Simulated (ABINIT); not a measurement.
# LiH (Fm-3m): G0W0 in ABINIT against the bands in the screening

Aim: move the bands in the screening of a G0W0 run on LiH (Fm-3m) over a wide range.

Program: ABINIT 10.8.3. Level of theory: PBE and many-body steps on it, plane waves. Results are calculated unless marked as measured.

Most raw output is cut from this account.

The database entry behind the starting cell differs from later determinations by our own check (the deuteride, about 0.2 % short), so it need not match the best structure at ambient conditions.

### Step 1. Set-up

The structure is cubic, space group Fm-3m (No. 225). Conventional cell: a = 4.074 Å, b = 4.074 Å, c = 4.074 Å, α = 90.00°, β = 90.00°, γ = 90.00°. Nearest to Li lie 6 H at 2.04 Å. H has 6 Li at 2.04 Å nearest. Farther neighbours are not listed.

The cell and positions come from the Crystallography Open Database and are kept as given unless a step says otherwise.

### Step 2. Screening, 6×6×6 mesh, 10 bands, screening to 130.6 eV

This step: ABINIT 10.8.3; RPA screening on PBE, plane waves, norm-conserving pseudopotentials.

The RPA dielectric matrix is built and inverted for each q.

Input file run.abi:

```
acell 3*1.0 Angstrom
rprim 
  0.000000000000 2.036750000000 2.036750000000
  2.036750000000 -0.000000000000 2.036750000000
  2.036750000000 2.036750000000 -0.000000000000
ntypat 2
znucl 3 1
natom 2
typat 1 2
xred 
  0.000000000000 0.000000000000 0.000000000000
  0.500000000000 0.500000000000 0.500000000000
pp_dirpath "pseudos"
pseudos "Li.upf, H.upf"
ecut 33
ngkpt 6 6 6
nshiftk 1
shiftk 0 0 0
kptopt 1
chksymbreak 0
istwfk *1
occopt 1
irdwfk 1
optdriver 3
nband 10
ecuteps 4.8
inclvkb 2
awtr 1
symchi 1
indata_prefix "in"
outdata_prefix "out"
tmpdata_prefix "tmp"
```

Launch:

```sh
OMP_NUM_THREADS=1 mpirun -n 4 abinit run.abi > log
```

Run time: 3.1 s. Hardware: 4 MPI ranks of Arm Neoverse N1, shared host; peak memory 0.3 GiB.

This step gave:

- ε∞ with local fields, on this mesh, along the program's q direction: 4.159
- the same without local fields: 4.576
- plasma frequency: 18.07 eV
- plane waves in the screening matrix: 59

Local fields lower ε∞ by 9 %.

### Step 3. 10 bands

The self-energy is evaluated for the states that the input lists, and the levels follow from it, in one-shot runs by the linearised quasiparticle equation.

This step: G0W0 on PBE, plane waves, norm-conserving pseudopotentials.

run.abi, as its differences from that of step 2:

```diff
@@ -23,8 +23,17 @@
 irdwfk 1
-optdriver 3
-nband 10
+optdriver 4
+nband 29
+gwcalctyp 0
+ecutsigx 33
+symsigma 1
+nkptgw 2
+kptgw 
+  0.5000000000 0.5000000000 0.0000000000
+  0.0000000000 0.0000000000 0.0000000000
+bdgw 
+  1 5
+  1 6
 ecuteps 4.8
-inclvkb 2
-awtr 1
-symchi 1
+irdscr 1
+ppmodel 1
 indata_prefix "in"
```

The job ended after 3.1 s (4 MPI ranks; peak memory 0.37 GiB; 12 s of CPU time).

This step gave:

| Quantity | Value |
| --- | --- |
| G0W0 gap on the points computed | 4.782 eV |
| starting gap on the mesh | 3.022 eV |
| k of the valence top | 0.5, 0.5, 0 |
| k of the conduction bottom | 0.5, 0.5, 0 |
| Z at the valence top | 0.771 |
| Z at the conduction bottom | 0.811 |
| least direct G0W0 gap on the computed points | 4.782 eV |

The gap on the mesh goes from 3.02 eV to 4.78 eV, a correction of +1.76 eV.

### Step 4. Screening, 6×6×6 mesh, 29 bands, screening to 130.6 eV

This step: RPA screening on PBE, plane waves, norm-conserving pseudopotentials.

run.abi, as its differences from that of step 3:

```diff
@@ -23,17 +23,8 @@
 irdwfk 1
-optdriver 4
+optdriver 3
 nband 29
-gwcalctyp 0
-ecutsigx 33
-symsigma 1
-nkptgw 2
-kptgw 
-  0.5000000000 0.5000000000 0.0000000000
-  0.0000000000 0.0000000000 0.0000000000
-bdgw 
-  1 5
-  1 6
 ecuteps 4.8
-irdscr 1
-ppmodel 1
+inclvkb 2
+awtr 1
+symchi 1
 indata_prefix "in"
```

The job ended after 5.2 s (4 MPI ranks; peak memory 0.34 GiB; 21 s of CPU time).

This step gave:

| Property | Result |
| --- | --- |
| ε∞ with local fields, on this mesh, along the program's q direction | 4.182 |
| the same without local fields | 4.586 |
| plasma frequency | 18.07 eV |
| plane waves in the screening matrix | 59 |

### Step 5. 29 bands

This step: G0W0 on PBE, plane waves, norm-conserving pseudopotentials.

run.abi, as its differences from that of step 4:

```diff
@@ -23,8 +23,17 @@
 irdwfk 1
-optdriver 3
+optdriver 4
 nband 29
+gwcalctyp 0
+ecutsigx 33
+symsigma 1
+nkptgw 2
+kptgw 
+  0.5000000000 0.5000000000 0.0000000000
+  0.0000000000 0.0000000000 0.0000000000
+bdgw 
+  1 5
+  1 6
 ecuteps 4.8
-inclvkb 2
-awtr 1
-symchi 1
+irdscr 1
+ppmodel 1
 indata_prefix "in"
```

Run time: 3.1 s. Hardware: 4 MPI ranks; peak memory 0.37 GiB; 12 s of CPU time.

Numbers from this step:

```yaml
g0w0_gap_on_the_points_computed: 4.826 eV
starting_gap_on_the_mesh: 3.022 eV
k_of_the_valence_top: 0.5, 0.5, 0
k_of_the_conduction_bottom: 0.5, 0.5, 0
z_at_the_valence_top: 0.772
z_at_the_conduction_bottom: 0.81
least_direct_g0w0_gap_on_the_computed_points: 4.826 eV
```

Against the run before, the gap moves by +0.044 eV.

### Step 6. Screening, 6×6×6 mesh, 65 bands, screening to 130.6 eV

This step: RPA screening on PBE, plane waves, norm-conserving pseudopotentials.

run.abi, as its differences from that of step 5:

```diff
@@ -23,17 +23,8 @@
 irdwfk 1
-optdriver 4
-nband 29
-gwcalctyp 0
-ecutsigx 33
-symsigma 1
-nkptgw 2
-kptgw 
-  0.5000000000 0.5000000000 0.0000000000
-  0.0000000000 0.0000000000 0.0000000000
-bdgw 
-  1 5
-  1 6
+optdriver 3
+nband 65
 ecuteps 4.8
-irdscr 1
-ppmodel 1
+inclvkb 2
+awtr 1
+symchi 1
 indata_prefix "in"
```

Wall time 9.2 s (4 MPI ranks); peak memory 0.43 GiB.

Numbers from this step:

| Quantity | Value |
| --- | --- |
| ε∞ with local fields, on this mesh, along the program's q direction | 4.184 |
| the same without local fields | 4.588 |
| plasma frequency | 18.07 eV |
| plane waves in the screening matrix | 59 |

### Step 7. 65 bands

This step: G0W0 on PBE, plane waves, norm-conserving pseudopotentials.

run.abi, as its differences from that of step 6:

```diff
@@ -23,8 +23,17 @@
 irdwfk 1
-optdriver 3
-nband 65
+optdriver 4
+nband 29
+gwcalctyp 0
+ecutsigx 33
+symsigma 1
+nkptgw 2
+kptgw 
+  0.5000000000 0.5000000000 0.0000000000
+  0.0000000000 0.0000000000 0.0000000000
+bdgw 
+  1 5
+  1 6
 ecuteps 4.8
-inclvkb 2
-awtr 1
-symchi 1
+irdscr 1
+ppmodel 1
 indata_prefix "in"
```

Run time: 3.1 s. Hardware: 4 MPI ranks; peak memory 0.37 GiB.

This step gave:

* G0W0 gap on the points computed: 4.838 eV
* starting gap on the mesh: 3.022 eV
* k of the valence top: 0.5, 0.5, 0
* k of the conduction bottom: 0.5, 0.5, 0
* least direct G0W0 gap on the computed points: 4.838 eV

Against the run before, the gap moves by +0.012 eV.

### Step 8. The runs together

Times are wall times on 4 MPI ranks of Arm Neoverse N1, shared host, good to a factor of about two. A run's time includes the screening step that it read.

```csv
run,mesh,bands,screening cutoff (eV),DFT gap (eV),gap on the mesh (eV),direct (eV),ε∞ used,time
10 bands,6×6×6,29,130.6,3.022,4.782,4.782,4.16,6.2 s
29 bands,6×6×6,29,130.6,3.022,4.826,4.826,4.18,8.3 s
65 bands,6×6×6,29,130.6,3.022,4.838,4.838,4.18,12 s
```

### Step 9. Outcome

- 10 bands: 4.782 eV
- 29 bands: 4.826 eV
- 65 bands: 4.838 eV
- known limits: not at the basis limit

**Reading.** The setting moved: bands in the screening. From 10 bands to 65 bands the gap moves by +0.06 eV. The last step still moves it by +0.012 eV. Bands and screening cutoff are coupled, so a series along one setting does not show full convergence. Bands and cutoff are finite, so the gap is not at the basis limit. The miss can reach some tenths of an eV and take either sign; the mesh is an error of its own. In the G0W0 runs levels were corrected at 2 k points alone, so a gap called «on the mesh» is the least over those, and an edge elsewhere would be missed.

[Paths, hosts, dates, memory and timing lines, banners, echoed tables and standing remarks are left out of the program output.]

[Logs are printed without paths, hosts, clocks, repeated set-up lines and the standing remarks that a program may print on its own settings, such as how far it seeks lower states.]

[Runs of the session that timed out or met a known fault of the program may be left out.]

[Hosts, paths, dates, database ids (printed as entryN), source tags and the programs' standing remarks are cut or masked in the printed files.]

[G0W0 gaps are taken among the corrected bands and points alone; a level outside them can change the order at an edge.]

[Where Ansatz stands beside ABINIT at settings called matched, ABINIT's density can come from a denser mesh and the files from another edition; pairs whose starting gaps differed by over 0.03 eV were left out, so agreement reads better than it is.]
